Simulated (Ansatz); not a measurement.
# Hf3N2: tests of the settings

The task, for Hf3N2: relax the cell with several choices of k mesh.

Computed with Ansatz 0.2.0 (DFT PBEsol, scalar-relativistic, plane waves, PAW, unless a step's input says otherwise).

1 further run of the same task is left out (set aside as unsound or not needed). Runs told in other sessions of the task aren't counted.

## 1. Starting point

The structure is trigonal, space group R-3m (No. 166). The conventional cell has a = 3.199 Å, b = 3.199 Å, c = 23.265 Å, α = 90.00°, β = 90.00°, γ = 120.00°. Around Hf (site symmetry 3m) lie 3 N at 2.29 Å. Hf (site symmetry -3m) is surrounded by 6 N at 2.24 Å. N (site symmetry 3m) has 6 Hf at 2.24 to 2.29 Å in its first shell of neighbours.

As a file:

```
Hf N
1.0
     1.59943    0.92343    7.75484
    -1.59943    0.92343    7.75484
     0.00000   -1.84686    7.75484
Hf N
3 2
Cartesian
  0.0000 0.0000 18.1328
  0.0000 0.0000 5.1317
  0.0000 0.0000 0.0000
  0.0000 0.0000 14.2359
  0.0000 0.0000 9.0286
```

Source of the structure: the Materials Project (structure only). It is taken as it stands there.

## 2. The base input

Input file input.yaml:

```yaml
crystal:
  lattice:
    - [1.5994260774, 0.9234290764, 7.7548432223]
    - [-1.5994260774, 0.9234290764, 7.7548432223]
    - [0.0, -1.8468581527, 7.7548432223]
  atoms:
    - { symbol: Hf, position: [0.77941866, 0.77941866, 0.77941866] }
    - { symbol: Hf, position: [0.22058134, 0.22058134, 0.22058134] }
    - { symbol: Hf, position: [0.0, 0.0, 0.0] }
    - { symbol: "N", position: [0.61191553, 0.61191553, 0.61191553] }
    - { symbol: "N", position: [0.38808447, 0.38808447, 0.38808447] }
basis:
  ecutwfc: 420
kpoints:
  mp_grid: { grid: [12, 12, 12] }
hamiltonian:
  xc: pbesol
scf:
  occupations: { method: gaussian, width: 0.1 }
output:
  forces: true
  stress: true
  eigenvalues: true
  populations: true
```

Its results, from an earlier run: -9511.7745 eV/atom at zero smearing, pressure -2.17 GPa, largest force 0.234 eV/Å, no gap on the mesh, in 10 SCF cycles and 1.9 min.

## 3. Relaxing with k mesh 1×1×1

Input file input.yaml:

```yaml
crystal:
  lattice:
    - [1.5994260774, 0.9234290764, 7.7548432223]
    - [-1.5994260774, 0.9234290764, 7.7548432223]
    - [0.0, -1.8468581527, 7.7548432223]
  atoms:
    - { symbol: Hf, position: [0.77941866, 0.77941866, 0.77941866] }
    - { symbol: Hf, position: [0.22058134, 0.22058134, 0.22058134] }
    - { symbol: Hf, position: [0.0, 0.0, 0.0] }
    - { symbol: "N", position: [0.61191553, 0.61191553, 0.61191553] }
    - { symbol: "N", position: [0.38808447, 0.38808447, 0.38808447] }
basis:
  ecutwfc: 420
kpoints:
  mp_grid: { grid: [1, 1, 1] }
hamiltonian:
  xc: pbesol
scf:
  occupations: { method: gaussian, width: 0.1 }
output:
  forces: true
  stress: true
  eigenvalues: true
relax:
  adjacent_minimum: "off"
  f_tol: 0.01
  max_steps: 60
  cell: { stress_tol: 0.05 }
```

The run is started by

```
> ansatz run input.yaml --threads 1 --pin off --max-ram 2560MiB --backend cpu --events-out ev --progress --plain --runs-dir out
```

## 4. Relaxation, k mesh: 3×3×3

input.yaml: that of step 3 with these lines changed.

```diff
@@ -14,3 +14,3 @@
 kpoints:
-  mp_grid: { grid: [1, 1, 1] }
+  mp_grid: { grid: [3, 3, 3] }
 hamiltonian:
```

## 5. Relaxation, k mesh: 6×6×6

input.yaml: that of step 4 with these lines changed.

```diff
@@ -14,3 +14,3 @@
 kpoints:
-  mp_grid: { grid: [3, 3, 3] }
+  mp_grid: { grid: [6, 6, 6] }
 hamiltonian:
```

(Steps that only read results are left out.)

What results come out of these runs, taken together? Wanted: relaxed volume by k mesh.

The runs gave:

| quantity | value |
| --- | --- |
| relaxed volume by k mesh (Å³/atom) | 1×1×1: 13.12; 3×3×3: 13.66; 6×6×6: 13.60; 12×12×12: 13.61 |

In words: The relaxed volumes span 4.1 %. From 3×3×3 on the volume holds to 0.5 %, at 0.037 of the time of the best run. These runs have no spin-orbit coupling; with Hf it would split and shift bands.
